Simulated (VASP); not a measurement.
# GaSb (I4/mmm) in VASP: electric field gradients with PBE

Aim: the electric field gradients of GaSb with PBE.

Program: VASP 6.6.1. These are calculated values, not measurements. Logs are shortened: lines on timing, memory, paths and dates and some standing lists are left out, and cuts for length are marked.

### 1 The cell of the first run

Symmetry: I4/mmm, No. 139, tetragonal system. The conventional cell has a = 4.123 Å, b = 4.123 Å, c = 5.743 Å, α = 90.00°, β = 90.00°, γ = 90.00°. Around Ga (site symmetry 4/mmm) lie 6 Sb at 2.87 to 2.92 Å. Sb (site symmetry 4/mmm) is surrounded by 6 Ga at 2.87 to 2.92 Å.

Measurements of this composition are mostly on another form, of space group No. 216.

### 2 Electric field gradients, PBE (z stretched by -1 % at fixed volume)

File INCAR:

```
SYSTEM = GaSb
  ALGO = Normal
  EDIFF = 1E-8
  ENCUT = 520
  GGA = PE
  ISIF = 2
  ISMEAR = -1
  LASPH = .TRUE.
  LCHARG = .FALSE.
  LEFG = .TRUE.
  LREAL = .FALSE.
  LWAVE = .FALSE.
  NBANDS = 16
  NELM = 100
  PREC = Accurate
  SIGMA = 0.05
```

File KPOINTS:

```
k-points
0
G
  10 10 10
  0 0 0
```

File POSCAR:

```
GaSb
1.0
    0.0000000000      2.9150652486      2.8714487676
    2.9150652486      0.0000000000      2.8714487676
    2.9150652486      2.9150652486      0.0000000000
Ga Sb
1 1
Direct
    0.0000000000      0.0000000000      0.0000000000
    0.5000000000      0.5000000000      0.5000000000
```

Potentials or basis: VASP PAW PBE potentials, release 64 (Ga_d, Sb).

Launch:

```sh
$ cat potpaw_PBE.64/Ga_d/POTCAR potpaw_PBE.64/Sb/POTCAR > POTCAR
$ mpirun -np 1 vasp_std > vasp.out
```

OUTCAR:

```text
SYSTEM = GaSb
   EDIFF = 1E-8
   ENCUT = 520
   GGA = PE
   ISIF = 2
   ISMEAR = -1
   LASPH = .TRUE.
   LREAL = .FALSE.
   NELM = 100
   PREC = Accurate

 ion  position               nearest neighbor table
   1  0.000  0.000  0.000-   2 2.87   2 2.87   2 2.92   2 2.92   2 2.92   2 2.92
   2  0.500  0.500  0.500-   1 2.87   1 2.87   1 2.92   1 2.92   1 2.92   1 2.92

  LATTYP: Found a body centered tetragonal cell.
 ALAT       =     4.1225248098
 C/A-ratio  =     1.3930534806

  Lattice vectors:

 A1 = (   0.0000000000,  -2.9150652486,  -2.8714487676)
 A2 = (   0.0000000000,   2.9150652486,  -2.8714487676)
 A3 = (   2.9150652486,   0.0000000000,   2.8714487676)

Analysis of symmetry for initial positions (statically):
=====================================================================
 Subroutine PRICEL returns:
 Original cell was already a primitive cell.

 Routine SETGRP: Setting up the symmetry group for a
 body centered tetragonal supercell.

 Subroutine GETGRP returns: Found 16 space group operations
 (whereof 16 operations were pure point group operations)
 out of a pool of 16 trial point group operations.

The static configuration has the point symmetry D_4h.

Analysis of symmetry for dynamics (positions and initial velocities):
=====================================================================
 Subroutine PRICEL returns:
 Original cell was already a primitive cell.

 Routine SETGRP: Setting up the symmetry group for a
 body centered tetragonal supercell.

 Subroutine GETGRP returns: Found 16 space group operations
 (whereof 16 operations were pure point group operations)
 out of a pool of 16 trial point group operations.

The dynamic configuration has the point symmetry D_4h.

 Subroutine INISYM returns: Found 16 space group operations
 (whereof 16 operations are pure point group operations),
 and found     1 'primitive' translations

----------------------------------------------------------------------------------------

                                     Primitive cell

  volume of cell :      48.8009

  direct lattice vectors                    reciprocal lattice vectors
     0.000000000  2.915065249  2.871448768    -0.171522747  0.171522747  0.174128129
     2.915065249  0.000000000  2.871448768     0.171522747 -0.171522747  0.174128129
     2.915065249  2.915065249  0.000000000     0.171522747  0.171522747 -0.174128129

  length of vectors
     4.091799534  4.091799534  4.122524810     0.298597908  0.298597908  0.298597908

  position of ions in fractional coordinates (direct lattice)
     0.000000000  0.000000000  0.000000000
     0.500000000  0.500000000  0.500000000

  ion indices of the primitive-cell ions
   primitive index   ion index
                 1           1
                 2           2

----------------------------------------------------------------------------------------

 KPOINTS: k-points

Automatic generation of k-mesh.
 Grid dimensions read from file:
 generate k-points for:   10   10   10

 Generating k-lattice:

  Cartesian coordinates                     Fractional coordinates (reciprocal lattice)
    -0.017152275  0.017152275  0.017412813     0.100000000  0.000000000  0.000000000
     0.017152275 -0.017152275  0.017412813     0.000000000  0.100000000  0.000000000
     0.017152275  0.017152275 -0.017412813    -0.000000000 -0.000000000  0.100000000

  Length of vectors
     0.029859791  0.029859791  0.029859791

  Shift w.r.t. Gamma in fractional coordinates (k-lattice)
     0.000000000  0.000000000  0.000000000

 Subroutine IBZKPT returns following result:
 ===========================================

 Found    102 irreducible k-points:

 Following reciprocal coordinates:
            Coordinates               Weight
  0.000000  0.000000  0.000000      1.000000
  0.100000  0.000000  0.000000      8.000000
  0.200000  0.000000  0.000000      8.000000
  0.300000 -0.000000  0.000000      8.000000
  0.400000 -0.000000  0.000000      8.000000
  0.500000  0.000000  0.000000      4.000000
[... 16 lines left out ...]
  0.300000  0.300000  0.000000      2.000000
  0.400000  0.300000  0.000000      8.000000
 [... further k-points ...]
   k-points           NKPTS =    102   k-points in BZ     NKDIM =    102   number of bands    NBANDS=     16
   number of dos      NEDOS =    301   number of ions     NIONS =      2
   total plane-waves  NPLWV =  28800
   dimension x,y,z NGX =    30 NGY =   30 NGZ =   32
   dimension x,y,z NGXF=    60 NGYF=   60 NGZF=   64
   ions per type =               1   1
   NGX,Y,Z   is equivalent  to a cutoff of  12.19, 12.19, 12.90 a.u.
   NGXF,Y,Z  is equivalent  to a cutoff of  24.38, 24.38, 25.81 a.u.
 SYSTEM =  GaSb
   PREC   = accura    normal or accurate (medium, high low for compatibility)
   ISTART =      0    job   : 0-new  1-cont  2-samecut
   ICHARG =      2    charge: 1-file 2-atom 10-const
   ISPIN  =      1    spin polarized calculation?
   LNONCOLLINEAR =      F non collinear calculations
   LSORBIT =      F    spin-orbit coupling
   LASPH  =      T    aspherical Exc in radial PAW
   ENCUT  =  520.0 eV  38.22 Ry    6.18 a.u.   7.61  7.61  7.67*2*pi/ulx,y,z
   NELM   =    100;   NELMIN=  2; NELMDL= -5     # of ELM steps
   EDIFF  = 0.1E-07   stopping-criterion for ELM
   LREAL  =      F    real-space projection
   EDIFFG = 0.1E-06   stopping-criterion for IOM
   NSW    =      0    number of steps for IOM
   IBRION =     -1    ionic relax: 0-MD 1-quasi-New 2-CG
   NFREE  =      0    steps in history (QN), initial steepest desc. (CG)
   ISIF   =      2    stress and relaxation
   ISYM   =      2    0-nonsym 1-usesym 2-fastsym
   POTIM  = 0.5000    time-step for ionic-motion
   TEBEG  =    0.0;   TEEND  =   0.0 temperature during run
   PSTRESS=    0.0 pullay stress
   NELECT =      18.0000    total number of electrons
   NUPDOWN=      -1.0000    fix difference up-down
   EMIN   =  10.00;   EMAX   =-10.00  energy-range for DOS
   EFERMI =   0.00;   METHOD = LEGACY
   ISMEAR =    -1;   SIGMA  =   0.05  broadening in eV -4-tet -1-fermi 0-gaus
   EFERMI_NEDOS =   21; number of points for ismear=-14 and -15
   IALGO  =     38    algorithm
   IMIX   =      4    mixing-type and parameters
     AMIX     =   0.40;   BMIX     =  1.00
     AMIX_MAG =   1.60;   BMIX_MAG =  1.00
  volume/ion in A,a.u.               =      24.40       164.66
  Fermi-wavevector in a.u.,A,eV,Ry     =   1.174059  2.218649 18.754457  1.378414
  Thomas-Fermi vector in A             =   2.310462
   LORBIT       =      0    0 simple, 1 ext, 2 COOP (PROOUT), +10 PAW based schemes
   GGA     = PE    functional components
[... 5 lines left out ...]
 non-spin polarized calculation
  energy-cutoff  :      520.00
  volume of cell :       48.80
 maximum number of plane-waves:      1339
   NGX = 15   NGY = 15   NGZ = 15

 number of electron      17.9999997 magnetization

 Free energy of the ion-electron system (eV)
  ---------------------------------------------------
  ext. energy  EPLUGINS =         0.00000000
  ---------------------------------------------------
  free energy    TOTEN  =        -6.95229058 eV

  energy without entropy =       -6.94081094  energy(sigma->0) =       -6.94655076

 E-fermi :   6.2311     XC(G=0): -10.1470

 val. band max:        6.2162531981   @ k =   0.3000  -0.0000   0.2000
 cond. band min:       6.2596462501   @ k =   0.5000   0.2000   0.0000
 fundamental gap:      0.0433930520
 Fermi energy:         6.2310514228

 k-point     1 :       0.0000    0.0000    0.0000
  band No.  band energies     occupation
      1      -8.5282      2.00000
      2      -8.5258      2.00000
      3      -8.5072      2.00000
      4      -8.5072      2.00000
      5      -8.5051      2.00000
      6      -5.4618      2.00000
[... 8 lines left out ...]
     15      12.6608      0.00000
     16      12.7563      0.00000

 k-point     2 :       0.1000    0.0000    0.0000
  band No.  band energies     occupation
      1      -8.5298      2.00000
      2      -8.5272      2.00000
      3      -8.5070      2.00000
      4      -8.5060      2.00000
      5      -8.5043      2.00000
      6      -5.3375      2.00000
[... 8 lines left out ...]
     15      12.8246      0.00000
     16      12.8849      0.00000
[... 387 lines left out ...]
      5      -8.4928      2.00000
      6      -3.9640      2.00000
[... 8 lines left out ...]
     15      16.4501      0.00000
     16      17.3470      0.00000

 k-point    24 :       0.4000    0.3000    0.0000
  band No.  band energies     occupation
      1      -8.5828      2.00000
      2      -8.5200      2.00000
      3      -8.5128      2.00000
      4      -8.4902      2.00000
      5      -8.4892      2.00000
      6      -3.4053      2.00000
[... 8 lines left out ...]
     15      17.7055      0.00000
     16      18.4788      0.00000

 [... further k-points ...]

------------------------ aborting loop because EDIFF is reached ----------------------------------------

  FORCE on cell =-STRESS in cart. coord.  units (eV):
  Direction    XX          YY          ZZ          XY          YZ          ZX
  --------------------------------------------------------------------------------------
  -------------------------------------------------------------------------------------
  Total       -0.0442787     -0.0442787      0.1568195      0.0000000     -0.0000000      0.0000000
  in kB       -1.4537089     -1.4537089      5.1485270      0.0000000     -0.0000000      0.0000000
  external PRESSURE =       0.7470364 kB  Pullay stress =       0.0000000 kB

 VOLUME and BASIS-vectors are now :
 -----------------------------------------------------------------------------
  energy-cutoff  :      520.00
  volume of cell :       48.80
      direct lattice vectors                 reciprocal lattice vectors
     0.000000000  2.915065249  2.871448768    -0.171522747  0.171522747  0.174128129
     2.915065249  0.000000000  2.871448768     0.171522747 -0.171522747  0.174128129
     2.915065249  2.915065249  0.000000000     0.171522747  0.171522747 -0.174128129

 POSITION                                       TOTAL-FORCE (eV/Angst)
 -----------------------------------------------------------------------------------
      0.00000      0.00000      0.00000         0.000000      0.000000     -0.000000
      2.91507      2.91507      2.87145         0.000000      0.000000      0.000000
 -----------------------------------------------------------------------------------
    total drift:                               -0.000000      0.000000      0.000000

  FREE ENERGIE OF THE ION-ELECTRON SYSTEM (eV)
  ---------------------------------------------------
  free  energy   TOTEN  =        -6.9522905799 eV

  energy  without entropy=       -6.9408109376  energy(sigma->0) =       -6.94655076

 Electric field gradients (V/A^2)
---------------------------------------------------------------------
 ion       V_xx      V_yy      V_zz      V_xy      V_xz      V_yz
---------------------------------------------------------------------
   1       2.255     2.255    -4.511    -0.005     0.002     0.002
   2      -1.320    -1.320     2.640     0.000    -0.000    -0.000
---------------------------------------------------------------------

 Electric field gradients after diagonalization (V/A^2)
 (convention: |V_zz| > |V_xx| > |V_yy|)
----------------------------------------------------------------------
 ion       V_xx      V_yy      V_zz     asymmetry (V_yy - V_xx)/ V_zz
----------------------------------------------------------------------
   1       2.260     2.251    -4.511       0.002
   2      -1.320    -1.320     2.640       0.000
----------------------------------------------------------------------

           NMR quadrupolar parameters

 Cq : quadrupolar parameter    Cq=e*Q*V_zz/h
 eta: asymmetry parameters     (V_yy - V_xx)/ V_zz
 Q  : nuclear electric quadrupole moment in mb (millibarn)
----------------------------------------------------------------------
 ion       Cq(MHz)       eta       Q (mb)
----------------------------------------------------------------------
   1      -0.011       0.002       1.000
   2       0.006       0.000       1.000
----------------------------------------------------------------------
```

Wall time 35 s (1 thread of Intel Xeon 6975P-C (Granite Rapids), shared host); peak memory 0.23 GiB.

What came out:

```
Free energy            : -6.9523 eV
Pressure               : 0.1 GPa
Band gap on the k mesh : none (metal or under the smearing width)
```

Electric field gradients, principal values (V/Å²):
| atom | Vxx | Vyy | Vzz |
| --- | --- | --- | --- |
| 1 Ga | 2.251 | 2.260 | -4.511 |
| 2 Sb | -1.320 | -1.320 | 2.640 |

Spin-orbit coupling is left out, which matters for the levels of Sb.
